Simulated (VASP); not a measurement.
A run of VASP 6.6.1 is set up as follows.

File run.py:

```python
from ase import Atoms
from ase.calculators.vasp import Vasp
from ase.dft.bandgap import bandgap

atoms = Atoms(
    ['Co', 'Co'],
    cell=[[2.4719999032, 0.0, 0.0], [-1.2359999516, 2.1408147143, 0.0], [0.0, 0.0, 4.02114408]],
    scaled_positions=[[0.6666666667, 0.3333333333, 0.75], [0.3333333333, 0.6666666667, 0.25]],
    pbc=True,
)
atoms.set_initial_magnetic_moments([2.0, 2.0])
calc = Vasp(
    directory='calc',
    xc='pbesol',
    pp='PBE',
    setups='materialsproject',
    prec='Accurate',
    encut=520,
    ediff=1e-06,
    ismear=0,
    sigma=0.02,
    lreal=False,
    lasph=True,
    nelm=150,
    algo='Fast',
    isif=2,
    lwave=False,
    lcharg=False,
    ispin=2,
    lorbit=11,
    lmaxmix=4,
    kpts=[12, 12, 7],
    gamma=True,
)
atoms.calc = calc

print('energy (eV):', atoms.get_potential_energy())
print('free energy (eV):', atoms.get_potential_energy(force_consistent=True))
print('forces (eV/A):')
print(atoms.get_forces())
print('stress (eV/A^3, Voigt):', atoms.get_stress())
print('Fermi level (eV):', calc.get_fermi_level())
print('moment (muB):', atoms.get_magnetic_moment())
print('site moments (muB):', atoms.get_magnetic_moments())
gap, top, bottom = bandgap(calc)
print('band gap (eV):', gap, 'from (spin, k, band)', top, 'to', bottom)
```

Potentials or basis: VASP PAW PBE potentials, release 64 (Co).

Run with:

```console
$ python run.py
```

**Question.** What does it give for the band gap on the k mesh?

**Answer.** None (metal or under the smearing width).

**Question.** What does it give for the pressure?

**Answer.** -6.6 GPa.

Stress tensor (GPa, compression positive):
```
-5.56  0.00  0.00
 0.00 -5.56  0.00
 0.00  0.00 -8.60
```

Caveat: the PAW data sets were made with another functional, which shifts forces and pressure a little.
